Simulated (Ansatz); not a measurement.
Relaxed ZnTe (zinc blende):

```
CELL_PARAMETERS angstrom
      0.00000     3.08955     3.08955
      3.08955     0.00000     3.08955
      3.08955     3.08955     0.00000
ATOMIC_POSITIONS crystal
  Te 0.75000 0.75000 0.75000
  Zn 0.00000 0.00000 0.00000
```

Two-dimensional scan of atom 1 (Te, nearest neighbour Zn at 2.676 Å; its periodic images, 4.4 Å or more away, move with it): u runs along (1.000, 0.000, 0.000), v along (0.000, 0.000, 1.000) (Cartesian). Cell and other atoms are fixed.

These are PBE (plane waves to 420 eV, PAW, scalar-relativistic; Ansatz, a program for electronic structure) values and carry that method's errors. k mesh 8×8×8 (Γ-centred), Fermi-Dirac smearing 0.05 eV. E stands for the smeared free energy. Spin-orbit coupling is left out, though Te is heavy. ZnTe was relaxed with its symmetry unable to fall. ΔE is measured from the undisplaced structure. Axes are in Å.

```json
[
 {"ΔE (meV/cell)": "v = -0.400", "u = -0.400": "850", "u = -0.200": "…", "u = 0.000": "347", "u = 0.200": "…", "u = 0.400": "850"},
 {"ΔE (meV/cell)": "v = -0.200", "u = -0.400": "…", "u = -0.200": "188", "u = 0.000": "89", "u = 0.200": "188", "u = 0.400": "…"},
 {"ΔE (meV/cell)": "v = 0.000", "u = -0.400": "347", "u = -0.200": "89", "u = 0.000": "0", "u = 0.200": "89", "u = 0.400": "347"},
 {"ΔE (meV/cell)": "v = 0.200", "u = -0.400": "…", "u = -0.200": "188", "u = 0.000": "89", "u = 0.200": "188", "u = 0.400": "…"},
 {"ΔE (meV/cell)": "v = 0.400", "u = -0.400": "850", "u = -0.200": "…", "u = 0.000": "347", "u = 0.200": "…", "u = 0.400": "850"}
]
```

**Question.** Fill in the missing entries.

**Answer.** 
- v = -0.400, u = -0.200: 476
- v = -0.400, u = 0.200: 476
- v = -0.200, u = -0.400: 476
- v = -0.200, u = 0.400: 476
- v = 0.200, u = -0.400: 476
- v = 0.200, u = 0.400: 476
- v = 0.400, u = -0.200: 476
- v = 0.400, u = 0.200: 476

(For displaced atoms, the force is minus the slope of the energy, and its curvature is a force constant, which sets phonon frequencies.)
